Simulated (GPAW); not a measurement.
Input of a GPAW 26.7.0 run:

The input run.py:

```python
from ase import Atoms
from ase.dft.bandgap import bandgap
from ase.io import write
from ase.units import GPa
from gpaw import GPAW, PW

atoms = Atoms(['In', 'As'],
              cell=[[0.0, 2.877304, 2.877304],
                    [2.877304, 0.0, 2.877304],
                    [2.877304, 2.877304, 0.0]],
              scaled_positions=[[0.5, 0.5, 0.5],
                                [0.0, 0.0, 0.0]],
              pbc=True)

calc = GPAW(mode=PW(600),
            xc='MGGA_X_SCAN+MGGA_C_SCAN',
            kpts={'size': (8, 8, 8), 'gamma': True},
            occupations={'name': 'fermi-dirac', 'width': 0.05},
            nbands=18,
            convergence={'density': 1e-05, 'energy': 1e-05},
            maxiter=150,
            txt='gpaw.txt')
atoms.calc = calc
energy = atoms.get_potential_energy()
forces = atoms.get_forces()
stress = atoms.get_stress()
calc.write('gs.gpw')
write('result.traj', atoms)
print(f'Energy: {energy:.6f} eV')
print('Forces (eV/A):')
print(forces.round(4))
print('Stress (GPa):', (stress / GPa).round(3))
print('Fermi level:', round(calc.get_fermi_level(), 4), 'eV')
print(f'Gap: {bandgap(calc)[0]:.4f} eV, direct: {bandgap(calc, direct=True)[0]:.4f} eV')
```

Potentials or basis: GPAW PAW data sets (gpaw-data 1.2.1), pw.

The run is started by

```bash
$ OMP_NUM_THREADS=1 python run.py
```

Problem. What does it give for the band gap on the k mesh?

Solution. None (metal or under the smearing width).

Problem. Estimate the pressure.

Solution. -2.9 GPa.

Caveat: the PAW data sets were made with another functional, which shifts forces and pressure a little.
